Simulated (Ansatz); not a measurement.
# Hf: the cost of one run

Program: Ansatz 0.2.0. Level of theory: DFT PBE, scalar-relativistic, plane waves, PAW. These are calculated values, not measurements.

## 1. Starting point

It takes space group Im-3m (No. 229, cubic). The conventional cell has a = 3.610 Å, b = 3.610 Å, c = 3.610 Å, α = 90.00°, β = 90.00°, γ = 90.00°. Hf (site symmetry m-3m) has 8 Hf at 3.13 Å as nearest neighbours.

As a file:

```
CELL_PARAMETERS angstrom
-1.80500 1.80500 1.80500
1.80500 -1.80500 1.80500
1.80500 1.80500 -1.80500
ATOMIC_POSITIONS crystal
Hf 0.00000 0.00000 0.00000
```

The structure comes from the Crystallography Open Database.

## 2. A change within the space group

Against the listed cell: strain xx, yy, zz, yz, xz, xy = -1.2, -1.2, -1.2, +0.0, +0.0, +0.0 %.

input.yaml reads:

```yaml
crystal:
  lattice:
    - [-1.78274435, 1.78274435, 1.78274435]
    - [1.78274435, -1.78274435, 1.78274435]
    - [1.78274435, 1.78274435, -1.78274435]
  atoms:
    - { symbol: Hf, position: [0.0, 0.0, 0.0] }
basis:
  ecutwfc: 420
kpoints:
  mp_grid: { grid: [16, 16, 16] }
hamiltonian:
  xc: pbe
scf:
  occupations: { method: gaussian, width: 0.1 }
output:
  forces: true
  stress: true
  eigenvalues: true
  populations: true
```

The run is started by

```bash
> ansatz run input.yaml --threads 1 --pin off --max-ram 1331MiB --backend cpu --events-out ev --progress --plain --runs-dir out
```

What time and memory should one allow on 1 thread of an x86-64 CPU, shared host?

About 7.2 s, with a peak of 0.35 GiB.
